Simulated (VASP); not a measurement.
# SnO (P4/nmm) in VASP: further runs, part 2 of 2

VASP 6.6.1. Earlier steps stand in the parts before.

### Step 3. Equation of state, LDA, 15.71 Å³/atom (a relaxed cell with its volume scaled by 0.96)

INCAR reads:

```
PREC = Accurate
ENCUT = 520
EDIFF = 1E-6
ISMEAR = 0
SIGMA = 0.02
LREAL = F
LASPH = T
NELM = 60
ALGO = Fast
ISIF = 2
LWAVE = F
LCHARG = F
GGA = CA
KPAR = 2
```

KPOINTS reads:

```
Automatic mesh
0
Gamma
  6 6 6
```

POSCAR reads:

```
SnO                                     
1.0
    3.7127078066      0.0000000000      0.0000000000
    0.0000000000      3.7127078066     -0.0000000000
    0.0000000000      0.0000000000      4.5586025459
  Sn              O             
     2     2
Direct
     0.5000000000000000    0.0000000000000000    0.7509740589219566
     1.0000000000000000    0.5000000000000000    0.2490259410780432
     0.0000000000000000    0.0000000000000000    0.0000000000000000
     0.5000000000000000    0.5000000000000000    0.0000000000000000
```

Potentials or basis: VASP PAW LDA potentials, release 64 (Sn_d, O).

On the command line:

```sh
> cat potpaw_LDA.64/Sn_d/POTCAR potpaw_LDA.64/O/POTCAR > POTCAR
> mpirun -np 2 vasp_std > vasp.out
```

OUTCAR:

```text
PREC = Accurate
   ENCUT = 520
   EDIFF = 1E-6
   ISMEAR = 0
   LREAL = F
   LASPH = T
   NELM = 60
   ISIF = 2
   GGA = CA

 ion  position               nearest neighbor table
   1  0.500  0.000  0.751-   3 2.18   4 2.18   4 2.18   3 2.18   2 3.47   2 3.47   2 3.47   2 3.47
                             2 3.48   2 3.48   2 3.48   2 3.48
   2  0.000  0.500  0.249-   3 2.18   4 2.18   3 2.18   4 2.18   1 3.47   1 3.47   1 3.47   1 3.47
                             1 3.48   1 3.48   1 3.48   1 3.48
   3  0.000  0.000  0.000-   1 2.18   2 2.18   2 2.18   1 2.18
   4  0.500  0.500  0.000-   1 2.18   2 2.18   1 2.18   2 2.18

  LATTYP: Found a simple tetragonal cell.
 ALAT       =     3.7127078066
 C/A-ratio  =     1.2278376817

  Lattice vectors:

 A1 = (   3.7127078066,   0.0000000000,   0.0000000000)
 A2 = (   0.0000000000,   3.7127078066,   0.0000000000)
 A3 = (   0.0000000000,   0.0000000000,   4.5586025459)

Analysis of symmetry for initial positions (statically):
=====================================================================
 Subroutine PRICEL returns:
 Original cell was already a primitive cell.

 Routine SETGRP: Setting up the symmetry group for a
[... 172 lines left out ...]
  ---------------------------------------------------
  free energy    TOTEN  =       -25.68705966 eV

  energy without entropy =      -25.68689321  energy(sigma->0) =      -25.68697643

 E-fermi :   8.3333     XC(G=0): -11.2567

 val. band max:        8.3237627672   @ k =   0.1667   0.0000   0.0000
 cond. band min:       8.4003901410   @ k =   0.0000   0.0000   0.0000
 fundamental gap:      0.0766273738
 Fermi energy:         8.3333015240

 k-point     1 :       0.0000    0.0000    0.0000
  band No.  band energies     occupation
      1     -13.9086      2.00000
      2     -13.3566      2.00000
      3     -13.3566      2.00000
      4     -13.3299      2.00000
      5     -13.2839      2.00000
      6     -13.2693      2.00000
[... 637 lines left out ...]
     23      13.7709      0.00000
     24      13.7711      0.00000

 [... further k-points ...]
[... 5 lines left out ...]
  --------------------------------------------------------------------------------------
  -------------------------------------------------------------------------------------
  Total        2.1889840      2.1889840      1.7535915      0.0000000     -0.0000000      0.0000000
  in kB       55.8135812     55.8135812     44.7121690      0.0000000     -0.0000000      0.0000000
  external PRESSURE =      52.1131105 kB  Pullay stress =       0.0000000 kB

 VOLUME and BASIS-vectors are now :
 -----------------------------------------------------------------------------
  energy-cutoff  :      520.00
  volume of cell :       62.84
      direct lattice vectors                 reciprocal lattice vectors
     3.712707807  0.000000000  0.000000000     0.269345193  0.000000000  0.000000000
     0.000000000  3.712707807  0.000000000     0.000000000  0.269345193  0.000000000
     0.000000000  0.000000000  4.558602546     0.000000000  0.000000000  0.219365472

 POSITION                                       TOTAL-FORCE (eV/Angst)
 -----------------------------------------------------------------------------------
      1.85635      0.00000      3.42339        -0.000000      0.000000     -0.585364
      0.00000      1.85635      1.13521         0.000000      0.000000      0.585364
      0.00000      0.00000      0.00000         0.000000     -0.000000     -0.000000
      1.85635      1.85635      0.00000         0.000000     -0.000000     -0.000000
 -----------------------------------------------------------------------------------
    total drift:                                0.000000      0.000000      0.000000

  FREE ENERGIE OF THE ION-ELECTRON SYSTEM (eV)
  ---------------------------------------------------
  free  energy   TOTEN  =       -25.6870596574 eV

  energy  without entropy=      -25.6868932086  energy(sigma->0) =      -25.68697643
```

OSZICAR:

```text
N       E                     dE             d eps       ncg     rms          rms(c)
DAV:   1     0.393836215668E+03    0.39384E+03   -0.20886E+04  1960   0.267E+03
DAV:   2     0.242906598115E+02   -0.36955E+03   -0.36174E+03  2080   0.579E+02
DAV:   3    -0.272985966210E+02   -0.51589E+02   -0.50916E+02  2328   0.193E+02
DAV:   4    -0.291176892238E+02   -0.18191E+01   -0.18178E+01  2168   0.405E+01
DAV:   5    -0.291708238947E+02   -0.53135E-01   -0.53128E-01  2512   0.697E+00    0.115E+01
RMM:   6    -0.256482239996E+02    0.35226E+01   -0.14504E+01  2364   0.205E+01    0.429E+00
RMM:   7    -0.257142401103E+02   -0.66016E-01   -0.20095E+00  2570   0.935E+00    0.261E+00
RMM:   8    -0.256881291431E+02    0.26111E-01   -0.40524E-01  2423   0.399E+00    0.680E-01
RMM:   9    -0.256867316123E+02    0.13975E-02   -0.16591E-01  2843   0.204E+00    0.384E-01
RMM:  10    -0.256871661580E+02   -0.43455E-03   -0.99256E-03  2627   0.706E-01    0.236E-01
RMM:  11    -0.256871227791E+02    0.43379E-04   -0.32144E-03  2463   0.451E-01    0.724E-02
RMM:  12    -0.256870340122E+02    0.88767E-04   -0.78174E-04  2610   0.293E-01    0.438E-02
RMM:  13    -0.256870587379E+02   -0.24726E-04   -0.25800E-04  2745   0.111E-01    0.446E-02
RMM:  14    -0.256870603544E+02   -0.16165E-05   -0.24924E-05  2786   0.398E-02    0.458E-02
RMM:  15    -0.256870596574E+02    0.69702E-06   -0.70959E-06  2025   0.206E-02
   1 F= -.25687060E+02 E0= -.25686976E+02  d E =-.166449E-03
```

Run time: 25 s. Hardware: 2 MPI ranks of Intel Xeon Platinum 8375C at 2.90GHz (Ice Lake), shared host; peak memory 0.17 GiB.

What came out:

| Quantity | Value |
| --- | --- |
| Free energy | -25.6871 eV |
| Pressure | 5.2 GPa |
| Largest force | 0.585 eV/Å |
| Band gap on the k mesh | none (metal or under the smearing width) |

### Step 4. Equation of state, LDA, 16.04 Å³/atom (a relaxed cell with its volume scaled by 0.98)

INCAR is that of step 3.

KPOINTS is that of step 3.

POSCAR: that of step 3 with these lines changed.

```diff
@@ -2,5 +2,5 @@
 1.0
-    3.7127078066      0.0000000000      0.0000000000
-    0.0000000000      3.7127078066     -0.0000000000
-    0.0000000000      0.0000000000      4.5586025459
+    3.7383134972      0.0000000000      0.0000000000
+    0.0000000000      3.7383134972     -0.0000000000
+    0.0000000000      0.0000000000      4.5900421777
   Sn              O
```

On the command line:

```sh
> cat potpaw_LDA.64/Sn_d/POTCAR potpaw_LDA.64/O/POTCAR > POTCAR
> mpirun -np 2 vasp_std > vasp.out
```

Wall time 29 s (2 MPI ranks of Intel Xeon Platinum 8375C at 2.90GHz (Ice Lake), shared host); peak memory 0.17 GiB.

The run converged. Its results:

| Item | Value |
| --- | --- |
| Free energy | -25.7198 eV |
| Pressure | 2.7 GPa |
| Largest force | 0.281 eV/Å |
| Band gap on the k mesh | none (metal or under the smearing width) |

### Step 5. Equation of state, LDA, 16.36 Å³/atom

INCAR is that of step 4.

KPOINTS is that of step 4.

POSCAR: that of step 4 with these lines changed.

```diff
@@ -2,5 +2,5 @@
 1.0
-    3.7383134972      0.0000000000      0.0000000000
-    0.0000000000      3.7383134972     -0.0000000000
-    0.0000000000      0.0000000000      4.5900421777
+    3.7635731384      0.0000000000      0.0000000000
+    0.0000000000      3.7635731384     -0.0000000000
+    0.0000000000      0.0000000000      4.6210569170
   Sn              O
```

On the command line:

```sh
> cat potpaw_LDA.64/Sn_d/POTCAR potpaw_LDA.64/O/POTCAR > POTCAR
> mpirun -np 2 vasp_std > vasp.out
```

Run time: 29 s. Hardware: 2 MPI ranks of Intel Xeon Platinum 8375C at 2.90GHz (Ice Lake), shared host; peak memory 0.17 GiB.

The run converged. Its results:

```yaml
Free_energy: -25.7324 eV
Pressure: 0.3 GPa
Largest_force: 0.005 eV/Å
Band_gap_on_the_k_mesh: none (metal or under the smearing width)
```

### Step 6. Equation of state, LDA, 16.69 Å³/atom (a relaxed cell with its volume scaled by 1.02)

INCAR is that of step 5.

KPOINTS is that of step 5.

POSCAR: that of step 5 with these lines changed.

```diff
@@ -2,5 +2,5 @@
 1.0
-    3.7635731384      0.0000000000      0.0000000000
-    0.0000000000      3.7635731384     -0.0000000000
-    0.0000000000      0.0000000000      4.6210569170
+    3.7884981902      0.0000000000      0.0000000000
+    0.0000000000      3.7884981902     -0.0000000000
+    0.0000000000      0.0000000000      4.6516608348
   Sn              O
```

Potentials or basis: VASP PAW LDA potentials, release 64 (Sn_d, O).

On the command line:

```sh
> cat potpaw_LDA.64/Sn_d/POTCAR potpaw_LDA.64/O/POTCAR > POTCAR
> mpirun -np 2 vasp_std > vasp.out
```

It took 28 s on 2 MPI ranks of Intel Xeon Platinum 8375C at 2.90GHz (Ice Lake), shared host; peak memory 0.17 GiB.

It converged, with:

```
Free energy            : -25.7269 eV
Pressure               : -1.8 GPa
Largest force          : 0.269 eV/Å
Band gap on the k mesh : none (metal or under the smearing width)
```

### Step 7. Equation of state, LDA, 17.02 Å³/atom (a relaxed cell with its volume scaled by 1.04)

INCAR is that of step 6.

KPOINTS is that of step 6.

POSCAR: that of step 6 with these lines changed.

```diff
@@ -2,5 +2,5 @@
 1.0
-    3.7884981902      0.0000000000      0.0000000000
-    0.0000000000      3.7884981902     -0.0000000000
-    0.0000000000      0.0000000000      4.6516608348
+    3.8130995171      0.0000000000      0.0000000000
+    0.0000000000      3.8130995171     -0.0000000000
+    0.0000000000      0.0000000000      4.6818672710
   Sn              O
```

On the command line:

```sh
> cat potpaw_LDA.64/Sn_d/POTCAR potpaw_LDA.64/O/POTCAR > POTCAR
> mpirun -np 2 vasp_std > vasp.out
```

Run time: 25 s. Hardware: 2 MPI ranks of Intel Xeon Platinum 8375C at 2.90GHz (Ice Lake), shared host; peak memory 0.17 GiB.

Results (log left out):

```yaml
Free_energy: -25.7051 eV
Pressure: -3.7 GPa
Largest_force: 0.516 eV/Å
Band_gap_on_the_k_mesh: none (metal or under the smearing width)
```

### Step 8. Equation of state, LDA

This run uses another cell than the first one, of 16.36 Å³/atom, 0.921 times its volume.

Potentials or basis: VASP PAW LDA potentials, release 64 (Sn_d, O).

No new run: the results of the series are fitted here.

What came out:

```
Equilibrium volume                        : 16.42 Å³/atom
Bulk modulus at fixed shape and positions : 109 GPa
Pressure derivative of the bulk modulus   : 4.4 (rough: it moves with the points fitted)
```

Energy against volume, from the lowest point:
| volume (Å³/atom) | energy (meV/atom) |
| --- | --- |
| 15.709 | 11.34 |
| 16.036 | 3.15 |
| 16.364 | 0.00 |
| 16.691 | 1.39 |
| 17.018 | 6.83 |

Caveat: the cell was scaled at fixed shape and fractional positions, which overstates the stiffness of a crystal with free parameters, most of all of layers and chains.

### Step 9. For comparison

An earlier run on the cell as given: functional PBE; potentials or basis VASP PAW PBE potentials, release 64 (Sn_d, O); cutoff 520 eV; k mesh 7 × 7 × 6; occupations fermi-dirac, width 0.05 eV; no spin polarisation.

- Pressure: 3.8 GPa
- Largest force: 0.457 eV/Å
- Band gap on the k mesh: 0.38 eV, indirect (least direct gap 2.05 eV)
